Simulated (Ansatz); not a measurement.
Te under changes of volume

One of the cells (33.925 Å³/atom); the others are scaled copies at fixed shape and fractional positions:

```xyz
3
Lattice="4.4540 0.0000 0.0000 -2.2270 3.8573 0.0000 0.0000 0.0000 5.9240" Properties=species:S:1:pos:R:3 pbc="T T T"
Te    1.6279    2.8197    0.0000
Te   -0.5991    1.0376    3.9493
Te    1.1981    0.0000    1.9747
```

```yaml
Program: Ansatz 0.2.0
Functional: r2SCAN
Potentials_or_basis: Ansatz PAW
Cutoff: "500 eV (not typed: the program's choice for these potentials)"
k_mesh: 7 × 7 × 5
Occupations: fermi-dirac, width 0.05 eV
Spin: no spin polarisation
```

```csv
volume (Å³/atom),energy over the lowest point (meV/atom),pressure (GPa),gap on the mesh (eV),largest force (eV/Å)
31.890,35.34,4.6,0.70,0.262
32.568,18.79,3.2,0.72,0.137
33.247,7.75,2.0,0.74,0.020
33.925,?,?,?,?
34.604,0.00,-0.1,0.77,0.190
35.282,2.30,-1.0,0.79,0.285
35.961,8.15,-1.8,0.80,0.373
```

Problem. What does the run at 33.925 Å³/atom give?

Solution. Energy over the lowest point 1.66 meV/atom; pressure 0.9 GPa; gap on the mesh 0.76 eV; largest force 0.089 eV/Å.

Worked out: A Birch-Murnaghan fit of order 3 (a polynomial in V^(-2/3)) to the other rows has its minimum at 34.54 Å³/atom with B0 = V·E''(V) = 48 GPa and B' = 4.6 at fixed shape and positions, which overstates the stiffness. It gives 1.67 meV/atom at 33.925 Å³/atom, against the run's 1.66, and -dE/dV = 0.9 GPa, against 0.9. A straight line through the other rows of the gap, of slope 0.839 eV per unit of ln V, gives 0.75 eV, against the run's 0.76.

Energies are extrapolated to zero smearing.

Caveats: odd divisions of the mesh miss points on the zone boundary, where band edges often lie, so the gap on the mesh can be too wide; spin-orbit coupling is left out, which moves the levels of the heavy elements; the PAW data sets come from PBE, with cores solved anew for the run's functional, which leaves a small shift of forces and pressure.

A mesh can miss the band edges.
